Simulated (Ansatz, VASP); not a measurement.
**Hf: VASP and Ansatz over several settings**

```
Hf
1.0
     0.00000    2.26354    2.26354
     2.26354    0.00000    2.26354
     2.26354    2.26354    0.00000
Hf
1
Direct
  0.00000 0.00000 0.00000
```

This isn't the form of Hf at room conditions, which is hcp.

Single points on this cell with VASP 6.6.1 and Ansatz 0.2.0. Each row is one pair of runs. Alike in all rows: spin: off; k mesh: 10 × 10 × 10; smearing: fermi-dirac, width 0.05 eV.

```csv
level,"VASP's potentials, cutoff","Ansatz's potentials, cutoff","gap on the k mesh at the Fermi level (eV), VASP","gap on the k mesh at the Fermi level (eV), Ansatz","pressure (GPa), VASP","pressure (GPa), Ansatz"
r2SCAN,"VASP PAW PBE potentials, release 64 (Hf_pv), 520 eV","Ansatz PAW, 500 eV",none,none,-3.6,-3.1
LDA,"VASP PAW LDA potentials, release 64 (Hf_pv), 520 eV","Ansatz PAW, 420 eV",none,none,-10.9,-10.9
PBEsol,"VASP PAW PBE potentials, release 64 (Hf_pv), 520 eV","Ansatz PAW, 420 eV",none,none,-7.5,-7.1
```

Pressure (GPa): the two programs differ by at most 0.51.

A gap of «none» marks a metal or a gap that the smearing closes.

Caveats: the PAW data sets were made with another functional, which shifts forces and pressure a little (VASP); the PAW data sets come from PBE, with cores solved anew for the run's functional, which leaves a small shift of forces and pressure (Ansatz).
